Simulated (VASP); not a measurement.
Here is a VASP 6.6.1 calculation.

The input INCAR:

```
PREC     = Accurate       # precision mode
ENCUT    = 520            # plane-wave cutoff, eV
EDIFF    = 1E-6           # SCF threshold, eV
ISMEAR   = 0              # smearing method
SIGMA    = 0.016          # smearing width, eV
LREAL    = False          # projectors in reciprocal space
LASPH    = True           # aspherical terms in the spheres
NELM     = 80             # most SCF steps
ALGO     = Fast           # electronic algorithm
ISIF     = 2              # what is computed and relaxed
LWAVE    = False          # write WAVECAR
LCHARG   = False          # write CHGCAR
GGA      = PE             # functional
```

The input KPOINTS:

```
Automatic mesh
0
Gamma
  10 10 9
```

Contents of POSCAR:

```
WC
1.0
    2.9065000000      0.0000000000      0.0000000000
   -1.4532500000      2.5171028361      0.0000000000
    0.0000000000      0.0000000000      2.8366000000
W C
1 1
Direct
    0.0000000000      0.0000000000      0.0000000000
    0.6666666667      0.3333333333      0.5000000000
```

Potentials or basis: VASP PAW PBE potentials, release 64 (W_sv, C).

Run with:

```bash
$ cat potpaw_PBE.64/W_sv/POTCAR potpaw_PBE.64/C/POTCAR > POTCAR
$ mpirun -np 1 vasp_std > vasp.out
```

Task: What does it give for the pressure?

Result: 6.7 GPa.

Task: What does it give for the band gap on the k mesh?

Result: None (metal or under the smearing width).

Stress tensor (GPa, compression positive):
```
6.96 0.00 0.00
0.00 6.96 0.00
0.00 0.00 6.30
```

The run has no spin-orbit coupling, so splittings on W are missing.
